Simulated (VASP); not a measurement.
**TePb: single point with PBE**

TePb:

```
Pb Te
1.0
     4.54395    0.00000    0.00000
    -2.27198    3.93518    0.00000
     0.00000    0.00000    8.37753
Pb Te
2 2
Direct
  0.00000 0.00000 0.00000
  0.00000 0.00000 0.50000
  0.33333 0.66667 0.25000
  0.66667 0.33333 0.75000
```

The cell was built by a generator and needn't be a form met in nature.

The cell isn't the ideal one: uniaxial_z strain +5.7%.

```yaml
Program: VASP 6.6.1
Task: single point
Functional: PBE
Potentials_or_basis: VASP PAW PBE potentials, release 64 (Pb_d, Te)
Cutoff: 520 eV
k_mesh: 6 × 6 × 4
Occupations: fermi-dirac, width 0.02 eV
Spin: no spin polarisation
```

| Item | Value |
| --- | --- |
| Pressure | -1.7 GPa |
| Band gap on the k mesh | 0.26 eV, indirect (least direct gap 0.53 eV) |

Stress tensor (GPa, compression positive):
```
-0.94  0.00  0.00
 0.00 -0.94  0.00
 0.00  0.00 -3.11
```

Levels at points of the mesh, in eV from the valence-band top:
```csv
k point,band 17,band 18,band 19,band 20,band 21,band 22,band 23,band 24
"(0.00, 0.00, 0.00)",-1.20,-0.74,-0.74,0.00,0.53,2.15,2.15,2.53
"(0.50, 0.00, 0.00)",-2.38,-1.11,-1.02,-0.99,0.28,1.07,1.63,3.47
"(0.00, 0.00, 0.50)",-0.98,-0.98,-0.98,-0.98,2.28,2.28,2.29,2.29
"(0.50, 0.00, 0.50)",-2.41,-2.41,-1.87,-1.87,2.14,2.14,2.53,2.53
```

It took 120 s on 1 thread of Intel(R) Xeon(R) Platinum 8488C (Sapphire Rapids), with other jobs on the host, peak memory 0.31 GiB.

Caveat: spin-orbit coupling is left out, which as a rule narrows the gap of such compounds by several tenths of an eV. A k mesh can miss the band edges.
